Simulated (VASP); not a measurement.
# O2CH2 in VASP: settings compared

The runs below take O2CH2 through relaxation of the atoms, vibrations by finite differences, single point, with PBE+D3(BJ), PBE.

All numbers are computed with VASP 6.6.1; they aren't measurements. Logs are shortened: lines on timing, memory, paths and dates and some standing lists are left out, and cuts for length are marked.

## (1) The molecule as given

The cell holds a molecule in a box, 5 atoms: a = 12.690 Å, b = 13.190 Å, c = 13.690 Å, α = 90.00°, β = 90.00°, γ = 90.00°.

## (2) Relaxation of the atoms, PBE+D3(BJ)

INCAR reads:

```
SYSTEM = H2CO2
PREC = Accurate
ENCUT = 400
EDIFF = 1E-6
ISMEAR = 0
SIGMA = 0.01
LREAL = .False.
LASPH = .True.
NELM = 100
ALGO = Fast
ISIF = 2
LWAVE = .False.
LCHARG = .False.
GGA = PE
IVDW = 12
IBRION = 2
NSW = 120
EDIFFG = -0.03
ISYM = 0
```

KPOINTS reads:

```
Automatic mesh
0
Gamma
  1 1 1
  0 0 0
```

POSCAR reads:

```
H2CO2
1.0
   12.6897444414      0.0000000000      0.0000000000
    0.0000000000     13.1897444414      0.0000000000
    0.0000000000      0.0000000000     13.6897444414
O C H
2 1 2
Selective dynamics
Direct
    0.5309924299      0.4984210664      0.4362721971  F F F
    0.4953979033      0.4096237068      0.5701541740  T T T
    0.4926998743      0.4872437045      0.5263888611  T T T
    0.5230965174      0.5659843015      0.4101990740  T T T
    0.4578132751      0.5576813408      0.5569856937  T T T
```

Potentials or basis: VASP PAW PBE potentials, release 64 (O, C, H).

Command:

```sh
> cat potpaw_PBE.64/O/POTCAR potpaw_PBE.64/C/POTCAR potpaw_PBE.64/H/POTCAR > POTCAR
> mpirun -np 1 vasp_gam > vasp.out
```

OUTCAR:

```text
SYSTEM = H2CO2
   PREC = Accurate
   ENCUT = 400
   EDIFF = 1E-6
   ISMEAR = 0
   LREAL = .False.
   LASPH = .True.
   NELM = 100
   ISIF = 2
   GGA = PE
   IVDW = 12
   IBRION = 2
   NSW = 120
   EDIFFG = -0.03
   ISYM = 0
 IVDW          = 12

 ion  position               nearest neighbor table
   1  0.531  0.498  0.436-   4 0.97   3 1.33
   2  0.495  0.410  0.570-   3 1.19
   3  0.493  0.487  0.526-   5 1.11   2 1.19   1 1.33
   4  0.523  0.566  0.410-   1 0.97
   5  0.458  0.558  0.557-   3 1.11

IMPORTANT INFORMATION: All symmetrisations will be switched off!
NOSYMM: (Re-)initialisation of all symmetry stuff for point group C_1.

----------------------------------------------------------------------------------------

                                     Primitive cell

  volume of cell :    2291.3139

  direct lattice vectors                    reciprocal lattice vectors
    12.689744441  0.000000000  0.000000000     0.078803793  0.000000000  0.000000000
     0.000000000 13.189744441  0.000000000     0.000000000  0.075816480  0.000000000
     0.000000000  0.000000000 13.689744441     0.000000000  0.000000000  0.073047383

  length of vectors
    12.689744441 13.189744441 13.689744441     0.078803793  0.075816480  0.073047383

  position of ions in fractional coordinates (direct lattice)
     0.530992430  0.498421066  0.436272197
     0.495397903  0.409623707  0.570154174
     0.492699874  0.487243705  0.526388861
     0.523096517  0.565984302  0.410199074
     0.457813275  0.557681341  0.556985694

  ion indices of the primitive-cell ions
   primitive index   ion index
                 1           1
                 2           2
                 3           3
                 4           4
                 5           5

----------------------------------------------------------------------------------------

 KPOINTS: Automatic mesh

Automatic generation of k-mesh.
 Grid dimensions read from file:
 generate k-points for:    1    1    1

 Generating k-lattice:

  Cartesian coordinates                     Fractional coordinates (reciprocal lattice)
     0.078803793  0.000000000  0.000000000     1.000000000  0.000000000  0.000000000
     0.000000000  0.075816480  0.000000000     0.000000000  1.000000000  0.000000000
     0.000000000  0.000000000  0.073047383     0.000000000  0.000000000  1.000000000

  Length of vectors
     0.078803793  0.075816480  0.073047383

  Shift w.r.t. Gamma in fractional coordinates (k-lattice)
     0.000000000  0.000000000  0.000000000

 Subroutine IBZKPT returns following result:
 ===========================================

 Found      1 irreducible k-points:

 Following reciprocal coordinates:
            Coordinates               Weight
  0.000000  0.000000  0.000000      1.000000
   k-points           NKPTS =      1   k-points in BZ     NKDIM =      1   number of bands    NBANDS=     13
   number of dos      NEDOS =    301   number of ions     NIONS =      5
   total plane-waves  NPLWV = 680400
   dimension x,y,z NGX =    84 NGY =   90 NGZ =   90
   dimension x,y,z NGXF=   168 NGYF=  180 NGZF=  180
   ions per type =               2   1   2
   NGX,Y,Z   is equivalent  to a cutoff of  11.00, 11.34, 10.93 a.u.
   NGXF,Y,Z  is equivalent  to a cutoff of  22.01, 22.69, 21.86 a.u.
 SYSTEM =  H2CO2
   PREC   = accura    normal or accurate (medium, high low for compatibility)
   ISTART =      0    job   : 0-new  1-cont  2-samecut
   ICHARG =      2    charge: 1-file 2-atom 10-const
   ISPIN  =      1    spin polarized calculation?
   LNONCOLLINEAR =      F non collinear calculations
   LSORBIT =      F    spin-orbit coupling
   LASPH  =      T    aspherical Exc in radial PAW
   ENCUT  =  400.0 eV  29.40 Ry    5.42 a.u.  20.69 21.51 22.32*2*pi/ulx,y,z
   NELM   =    100;   NELMIN=  2; NELMDL= -5     # of ELM steps
   EDIFF  = 0.1E-05   stopping-criterion for ELM
   LREAL  =      F    real-space projection
   EDIFFG = -.3E-01   stopping-criterion for IOM
   NSW    =    120    number of steps for IOM
   IBRION =      2    ionic relax: 0-MD 1-quasi-New 2-CG
   NFREE  =      1    steps in history (QN), initial steepest desc. (CG)
   ISIF   =      2    stress and relaxation
   ISYM   =      0    0-nonsym 1-usesym 2-fastsym
   POTIM  = 0.5000    time-step for ionic-motion
   TEBEG  =    0.0;   TEEND  =   0.0 temperature during run
   PSTRESS=    0.0 pullay stress
   NELECT =      18.0000    total number of electrons
   NUPDOWN=      -1.0000    fix difference up-down
   EMIN   =  10.00;   EMAX   =-10.00  energy-range for DOS
   EFERMI =   0.00;   METHOD = LEGACY
   ISMEAR =     0;   SIGMA  =   0.01  broadening in eV -4-tet -1-fermi 0-gaus
   EFERMI_NEDOS =   21; number of points for ismear=-14 and -15
   IALGO  =     68    algorithm
   IMIX   =      4    mixing-type and parameters
     AMIX     =   0.40;   BMIX     =  1.00
     AMIX_MAG =   1.60;   BMIX_MAG =  1.00
  volume/ion in A,a.u.               =     458.26      3092.51
  Fermi-wavevector in a.u.,A,eV,Ry     =   0.325440  0.614992  1.441008  0.105911
  Thomas-Fermi vector in A             =   1.216436
   LORBIT       =      0    0 simple, 1 ext, 2 COOP (PROOUT), +10 PAW based schemes
   GGA     = PE    functional components
   LHFCALC =     F    Hartree Fock is set to
   AEXX    =    0.0000 exact exchange contribution
   IVDW    =    12    specifies the selected vdW correction
   LEPSILON=     F    determine dielectric tensor
   LRPA    =     F    only Hartree local field effects (RPA)
 conjugate gradient relaxation of ions
 non-spin polarized calculation
 RMM-DIIS sequential band-by-band and
 Gauss-broadening in eV      SIGMA  =   0.01
  energy-cutoff  :      400.00
  volume of cell :     2291.31
 maximum number of plane-waves:     20842
 NGX is ok and might be reduce to    84
   NGX = 41   NGY = 43   NGZ = 45

--------------------------------------- Ionic step        1  -------------------------------------------

 number of electron      17.9999999 magnetization

 Free energy of the ion-electron system (eV)
  ---------------------------------------------------
  ext. energy  EPLUGINS =         0.00000000
  ---------------------------------------------------
  free energy    TOTEN  =       -29.71675443 eV

  energy without entropy =      -29.71675443  energy(sigma->0) =      -29.71675443

------------------------ aborting loop because EDIFF is reached ----------------------------------------

 Edisp (eV)   -0.04927

 E8    (eV) :    -0.0137

  FORCE on cell =-STRESS in cart. coord.  units (eV):
  Direction    XX          YY          ZZ          XY          YZ          ZX
  --------------------------------------------------------------------------------------
  -------------------------------------------------------------------------------------
  Total      -1.33475     0.94120     0.21173    -0.26930    -1.09721    -0.47464
  in kB      -0.93331     0.65812     0.14805    -0.18830    -0.76721    -0.33189
  external pressure =       -0.04 kB  Pullay stress =        0.00 kB
[... 106 lines left out ...]
  FREE ENERGIE OF THE ION-ELECTRON SYSTEM (eV)
  ---------------------------------------------------
  free  energy   TOTEN  =       -29.7914734612 eV

  energy  without entropy=      -29.7914734612  energy(sigma->0) =      -29.79147346

[... ionic steps 4 to 18 ...]

--------------------------------------- Ionic step       19  -------------------------------------------

 number of electron      18.0000008 magnetization

------------------------ aborting loop because EDIFF is reached ----------------------------------------

 Edisp (eV)   -0.04922

 E8    (eV) :    -0.0137
[... 75 lines left out ...]
  energy  without entropy=      -29.8159594829  energy(sigma->0) =      -29.81595948

--------------------------------------- Ionic step       21  -------------------------------------------

 number of electron      18.0000008 magnetization

 Free energy of the ion-electron system (eV)
  ---------------------------------------------------
  ext. energy  EPLUGINS =         0.00000000
  ---------------------------------------------------
  free energy    TOTEN  =       -29.76675620 eV

  energy without entropy =      -29.76675620  energy(sigma->0) =      -29.76675620

 E-fermi :  -6.7348     XC(G=0):  -0.4288

 val. band max:       -6.8044758327   @ k =   0.0000   0.0000   0.0000
 cond. band min:      -1.5758553393   @ k =   0.0000   0.0000   0.0000
 fundamental gap:      5.2286204933
 Fermi energy:        -6.7348319175

 k-point     1 :       0.0000    0.0000    0.0000
  band No.  band energies     occupation
      1     -27.9050      2.00000
      2     -25.9300      2.00000
      3     -15.9122      2.00000
      4     -14.3483      2.00000
      5     -11.0481      2.00000
      6     -11.0159      2.00000
      7      -9.7293      2.00000
      8      -8.0936      2.00000
      9      -6.8045      2.00000
     10      -1.5759      0.00000
     11      -1.0436      0.00000
     12       0.0955      0.00000
     13       0.1752      0.00000
[... 34 lines left out ...]
  FREE ENERGIE OF THE ION-ELECTRON SYSTEM (eV)
  ---------------------------------------------------
  free  energy   TOTEN  =       -29.8159737597 eV

  energy  without entropy=      -29.8159737597  energy(sigma->0) =      -29.81597376

 reached required accuracy - stopping structural energy minimisation
```

It took 13 min on 1 thread of Intel Xeon Platinum 8488C (Sapphire Rapids), shared host; peak memory 1.3 GiB.

Results:

| Property | Result |
| --- | --- |
| Free energy | -29.8160 eV |
| Energy gained by relaxing | 10.0 meV/atom |
| Ionic steps | 21 |
| Gap between the frontier levels | 5.23 eV |
| Dispersion energy per atom | -0.010 eV |

The path:
```
step  energy change (eV)  largest force (eV/Å)  pressure (GPa)
   1              0.0000                1.9520            0.00
   2              0.6720                9.1509           -0.28
   3             -0.0255                1.1195           -0.06
   4             -0.0255                1.1286           -0.06
   5             -0.0345                0.7240           -0.11
   6             -0.0392                0.4532           -0.09
   7             -0.0426                0.4084           -0.11
   8             -0.0430                0.3832           -0.11
   9             -0.0436                0.6761           -0.12
  10             -0.0445                0.3716           -0.12
  11             -0.0464                0.2435           -0.11
  12             -0.0478                0.2451           -0.10
  13             -0.0488                0.1326           -0.10
  14             -0.0494                0.1003           -0.11
  15             -0.0496                0.1070           -0.11
  16             -0.0496                0.1434           -0.11
  17             -0.0496                0.1262           -0.11
  18             -0.0498                0.0763           -0.11
  19             -0.0499                0.0619           -0.10
  20             -0.0499                0.0381           -0.11
  21             -0.0500                0.0328           -0.11
```

Final structure:
```
O C H
1.0
    12.68974    0.00000    0.00000
     0.00000   13.18974    0.00000
     0.00000    0.00000   13.68974
O C H
2 1 2
Direct
  0.53099 0.49842 0.43627
  0.49467 0.40891 0.57211
  0.49150 0.48822 0.52835
  0.52074 0.56809 0.41389
  0.45681 0.55927 0.55817
```

Caveat: the cutoff is under 1.25 times the usual one of these potentials, so pressure, stress and relaxed cells hold a basis-set (Pulay) error; the standard files for N, O and F lose accuracy on very short bonds.

## (3) Vibrations by finite differences, PBE+D3(BJ)

INCAR reads:

```
PREC = Accurate ; ENCUT = 400
EDIFF = 1E-7 ; ISMEAR = 0
SIGMA = 0.01 ; LREAL = F
LASPH = T ; NELM = 100
ALGO = Fast ; ISIF = 2
LWAVE = F ; LCHARG = F
GGA = PE ; IVDW = 12
IBRION = 5 ; NFREE = 2
POTIM = 0.015 ; NSW = 1
ISYM = 0
```

KPOINTS reads:

```
regular mesh
0
Gamma
  1 1 1
```

POSCAR reads:

```
H2CO2                                   
1.0
   12.6897444414      0.0000000000      0.0000000000
    0.0000000000     13.1897444414      0.0000000000
    0.0000000000      0.0000000000     13.6897444414
  O               C               H             
     2     1     2
Selective dynamics
Direct
0.5309924299000031  0.4984210663999988  0.4362721971000028  T T T
0.4946669182564697  0.4089079252275167  0.5721122223735547  T T T
0.4914991707986195  0.4882219265583009  0.5283522220178040  T T T
0.5207413483298434  0.5680892187063832  0.4138927935434809  T T T
0.4568085409894233  0.5592659577304532  0.5581715052495339  T T T
```

Potentials or basis: VASP PAW PBE potentials, release 64 (O, C, H).

Command:

```sh
> cat potpaw_PBE.64/O/POTCAR potpaw_PBE.64/C/POTCAR potpaw_PBE.64/H/POTCAR > POTCAR
> mpirun -np 1 vasp_gam > vasp.out
```

It took 31 min on 1 thread of Intel Xeon Platinum 8488C (Sapphire Rapids), shared host; peak memory 1.3 GiB.

It converged, with:

| Quantity | Value |
| --- | --- |
| Highest phonon frequency at Γ, LO-TO splitting left out | 3675 cm⁻¹ |
| Most unstable mode | 36i cm⁻¹ |
| Dispersion energy per atom | -0.010 eV |

Phonon frequencies in cm⁻¹ (negative: imaginary):
```tsv
q point	frequencies
(0.000, 0.000, 0.000)	-36 -11 -2 2 26 27 537 631 976 1075 1216 1357 1806 2896 3675
```

Caveat: the cutoff is under 1.25 times the usual one of these potentials, so pressure, stress and relaxed cells hold a basis-set (Pulay) error; some modes are imaginary; the standard files for N, O and F lose accuracy on very short bonds.

(Continued in part 2 of 2.)
